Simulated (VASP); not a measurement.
# BN (R3m) in VASP: further runs, part 2 of 2

VASP 6.6.1. Earlier steps stand in the parts before.

### 4 Relaxation of cell and atoms, PBE

INCAR

```
PREC = Accurate ; ENCUT = 680
EDIFF = 1E-6 ; ISMEAR = -1
SIGMA = 0.05 ; LREAL = False
LASPH = True ; NELM = 80
ALGO = Normal ; ISIF = 3
LWAVE = False ; LCHARG = False
GGA = PE ; IBRION = 2
NSW = 40 ; EDIFFG = -0.01
```

KPOINTS

```
Automatic mesh
0
Gamma
  12 12 12
```

POSCAR

```
BN
1.0
    1.2511217832      0.7223354983      3.3729344033
   -1.2511217832      0.7223354983      3.3729344033
    0.0000000000     -1.4446709966      3.3729344033
N B
1 1
Direct
    0.6672382000      0.6672382000      0.6672382000
    0.0003288000      0.0003288000      0.0003288000
```

Potentials or basis: VASP PAW PBE potentials, release 64 (N_GW, B_GW).

The run is started by

```sh
$ cat potpaw_PBE.64/N_GW/POTCAR potpaw_PBE.64/B_GW/POTCAR > POTCAR
$ mpirun -np 1 vasp_std > vasp.out
```

OUTCAR:

```text
PREC = Accurate
   ENCUT = 680
   EDIFF = 1E-6
   ISMEAR = -1
   LREAL = False
   LASPH = True
   NELM = 80
   ISIF = 3
   GGA = PE
   IBRION = 2
   NSW = 40
   EDIFFG = -0.01

 ion  position               nearest neighbor table
   1  0.667  0.667  0.667-   2 1.44   2 1.44   2 1.44
   2  0.000  0.000  0.000-   1 1.44   1 1.44   1 1.44

  LATTYP: Found a trigonal (rhomboedric) cell.
 ALAT       =     3.6692997666
 COS(alpha) =     0.7674786797

  Lattice vectors:

 A1 = (   1.2511217832,   0.7223354983,   3.3729344033)
 A2 = (  -1.2511217832,   0.7223354983,   3.3729344033)
 A3 = (   0.0000000000,  -1.4446709966,   3.3729344033)

Analysis of symmetry for initial positions (statically):
=====================================================================
 Subroutine PRICEL returns:
[... 552 lines left out ...]

--------------------------------------- Ionic step       10  -------------------------------------------

 number of electron       7.9999999 magnetization

------------------------ aborting loop because EDIFF is reached ----------------------------------------
[... 67 lines left out ...]
--------------------------------------- Ionic step       12  -------------------------------------------

 number of electron       8.0000001 magnetization

 Free energy of the ion-electron system (eV)
  ---------------------------------------------------
  ext. energy  EPLUGINS =         0.00000000
  ---------------------------------------------------
  free energy    TOTEN  =       -17.62300613 eV

  energy without entropy =      -17.62300613  energy(sigma->0) =      -17.62300613

 E-fermi :   1.9752     XC(G=0):  -8.7844

 val. band max:        0.8895724462   @ k =  -0.1667   0.5000   0.1667
 cond. band min:       5.3754021230   @ k =   0.0000   0.0000   0.0000
 fundamental gap:      4.4858296768
 Fermi energy:         1.9751543576

 k-point     1 :       0.0000    0.0000    0.0000
  band No.  band energies     occupation
      1     -16.7569      2.00000
      2      -3.9134      2.00000
      3      -0.4557      2.00000
      4      -0.4557      2.00000
      5       5.3754      0.00000
      6      12.4318      0.00000
      7      12.4318      0.00000
      8      13.4325      0.00000
[... 282 lines left out ...]
  FREE ENERGIE OF THE ION-ELECTRON SYSTEM (eV)
  ---------------------------------------------------
  free  energy   TOTEN  =       -17.6230061292 eV

  energy  without entropy=      -17.6230061292  energy(sigma->0) =      -17.62300613

 reached required accuracy - stopping structural energy minimisation
```

Run time: 4.4 min. Hardware: 1 thread of Intel Xeon Platinum 8259CL at 2.50GHz (Skylake/Cascade Lake), shared host; peak memory 0.2 GiB.

Results:

```yaml
Free_energy: -17.6230 eV
Relaxed_volume: 10.95 Å³/atom
Relaxed_cell: a = 4.265 Å, b = 4.265 Å, c = 4.265 Å, α = 34.25°, β = 34.25°, γ = 34.25°
Space_group_after_relaxing_to_0.05_Å: R3m (No. 160)
Energy_gained_by_relaxing: 9.3 meV/atom
Ionic_steps: 12
Pressure_after_relaxing: -0.1 GPa
Largest_force_after_relaxing: 0.007 eV/Å
Band_gap_on_the_k_mesh: 4.49 eV, indirect (least direct gap 4.68 eV)
```

Forces in eV/Å, atoms in the order of the input:
```
N    0.000  0.000  0.007
B    0.000  0.000 -0.007
```

The path:
```csv
step,energy change (eV),largest force (eV/Å),pressure (GPa),volume (Å³)
1,0.0000,0.0035,3.08,18.29
2,0.0018,0.0002,-3.56,18.76
3,-0.0019,0.0019,0.26,18.48
4,-0.0035,0.0013,0.22,18.60
5,-0.0074,0.0020,0.16,18.96
6,-0.0130,0.0120,0.13,19.67
7,-0.0181,0.0430,0.08,21.09
8,-0.0186,0.0565,0.12,21.62
9,-0.0185,0.0627,0.08,21.86
10,-0.0115,0.4081,-1.62,22.23
11,-0.0186,0.0034,-0.15,21.90
12,-0.0186,0.0074,-0.14,21.90
```

Final structure:
```
CELL_PARAMETERS angstrom
1.25555 0.72489 4.01054
-1.25555 0.72489 4.01054
0.00000 -1.44978 4.01054
ATOMIC_POSITIONS crystal
N 0.66710 0.66710 0.66710
B 0.00046 0.00046 0.00046
```

Caveat: the volume moved by over 15 % at a fixed basis, so the end points are rough. A k mesh can miss the band edges.

### 5 Relaxation of cell and atoms, PBE

INCAR

```
PREC     = Accurate       # precision mode
ENCUT    = 630            # plane-wave cutoff, eV
EDIFF    = 1E-6           # SCF threshold, eV
ISMEAR   = -1             # smearing method
SIGMA    = 0.05           # smearing width, eV
LREAL    = False          # projectors in reciprocal space
LASPH    = True           # aspherical terms in the spheres
NELM     = 80             # most SCF steps
ALGO     = Normal         # electronic algorithm
ISIF     = 3              # what is computed and relaxed
LWAVE    = False          # write WAVECAR
LCHARG   = False          # write CHGCAR
GGA      = PE             # functional
IBRION   = 2              # ionic algorithm
NSW      = 40             # ionic steps
EDIFFG   = -0.01          # ionic threshold
```

KPOINTS

```
regular mesh
0
Gamma
  12 12 12
```

POSCAR is that of step 4.

The run is started by

```sh
$ cat potpaw_PBE.64/N_GW/POTCAR potpaw_PBE.64/B_GW/POTCAR > POTCAR
$ mpirun -np 1 vasp_std > vasp.out
```

Wall time 4.3 min (1 thread of Intel Xeon Platinum 8259CL at 2.50GHz (Skylake/Cascade Lake), shared host); peak memory 0.19 GiB.

Results (log left out):

| Item | Value |
| --- | --- |
| Free energy | -17.6227 eV |
| Relaxed volume | 10.59 Å³/atom |
| Relaxed cell | a = 4.141 Å, b = 4.141 Å, c = 4.141 Å, α = 35.29°, β = 35.29°, γ = 35.29° |
| Space group after relaxing (to 0.05 Å) | R3m (No. 160) |
| Energy gained by relaxing | 9.0 meV/atom |
| Ionic steps | 9 |
| Pressure after relaxing | 0.1 GPa |
| Band gap on the k mesh | 4.50 eV, indirect (least direct gap 4.68 eV) |

Stress tensor (GPa, compression positive):
```
 0.09  0.00  0.00
 0.00  0.09  0.00
 0.00  0.00 -0.03
```

The path:
| step | energy change (eV) | largest force (eV/Å) | pressure (GPa) | volume (Å³) |
| --- | --- | --- | --- | --- |
| 1 | 0.0000 | 0.0033 | 3.14 | 18.29 |
| 2 | 0.0019 | 0.0001 | -3.60 | 18.77 |
| 3 | -0.0020 | 0.0019 | 0.26 | 18.49 |
| 4 | -0.0036 | 0.0015 | 0.22 | 18.61 |
| 5 | -0.0079 | 0.0013 | 0.16 | 18.98 |
| 6 | -0.0137 | 0.0114 | 0.06 | 19.71 |
| 7 | -0.0180 | 0.0415 | -0.06 | 21.18 |
| 8 | -0.0163 | 0.2043 | 0.66 | 21.17 |
| 9 | -0.0180 | 0.0011 | 0.05 | 21.17 |

Final structure:
```
N B
1.0
     1.25527    0.72473    3.87930
    -1.25527    0.72473    3.87930
     0.00000   -1.44946    3.87930
N B
1 1
Direct
  0.66713 0.66713 0.66713
  0.00044 0.00044 0.00044
```

Levels at points of the mesh, in eV from the valence-band top:
| k point | band 1 | band 2 | band 3 | band 4 | band 5 | band 6 | band 7 | band 8 |
| --- | --- | --- | --- | --- | --- | --- | --- | --- |
| (0.00, 0.00, 0.00) | -17.66 | -4.72 | -1.34 | -1.34 | 4.58 | 11.55 | 11.55 | 12.67 |
| (0.50, 0.00, 0.00) | -14.57 | -8.88 | -4.11 | -0.78 | 5.06 | 9.65 | 12.53 | 13.86 |
| (0.50, 0.50, 0.00) | -14.55 | -8.84 | -4.13 | -1.01 | 4.50 | 9.82 | 13.41 | 15.68 |
| (0.50, 0.50, 0.50) | -17.58 | -5.65 | -1.34 | -1.34 | 8.50 | 10.91 | 11.53 | 11.53 |

Caveat: the volume moved by over 15 % at a fixed basis, so the end points are rough. Expect the measured gap to be larger: semilocal functionals such as PBE lack the derivative discontinuity.

### 6 For comparison

An earlier run on the cell as given: functional PBEsol; potentials or basis VASP PAW PBE potentials, release 64 (N, B); cutoff 520 eV; k mesh 12 × 12 × 12; occupations fermi-dirac, width 0.05 eV; no spin polarisation.

* Pressure: 1.0 GPa
* Band gap on the k mesh: 4.18 eV, indirect (least direct gap 4.63 eV)

### 7 The runs side by side

```tsv
task	level	potentials or basis	cell	cutoff (eV)	ladder	gap on the mesh (eV)	pressure (GPa)	relaxed volume (Å³/atom)	largest force (eV/Å)
relaxation of cell and atoms	PBE	VASP PAW PBE potentials, release 64 (N, B)	relaxed	580	-	4.46	0.0	10.44	-
relaxation of cell and atoms	PBE	VASP PAW PBE potentials, release 64 (N, B)	relaxed	600	-	4.46	-0.1	10.41	0.01
relaxation of cell and atoms	PBE	VASP PAW PBE potentials, release 64 (N_GW, B_GW)	relaxed	680	-	4.49	-0.1	10.95	0.01
relaxation of cell and atoms	PBE	VASP PAW PBE potentials, release 64 (N_GW, B_GW)	relaxed	630	-	4.50	0.1	10.59	-
single point	PBEsol	VASP PAW PBE potentials, release 64 (N, B)	as given	520	free	4.18	1.0	-	-
```

Alike in all rows: no spin polarisation; k mesh 12 × 12 × 12; smearing fermi-dirac 0.05 eV.

Caveats: the volume moved by over 15 % at a fixed basis, so the end points are rough (some runs); the PAW data sets were made with another functional, which shifts forces and pressure a little (some runs).

Total energies depend on the potentials used, so only differences within one code and one set of settings carry meaning.
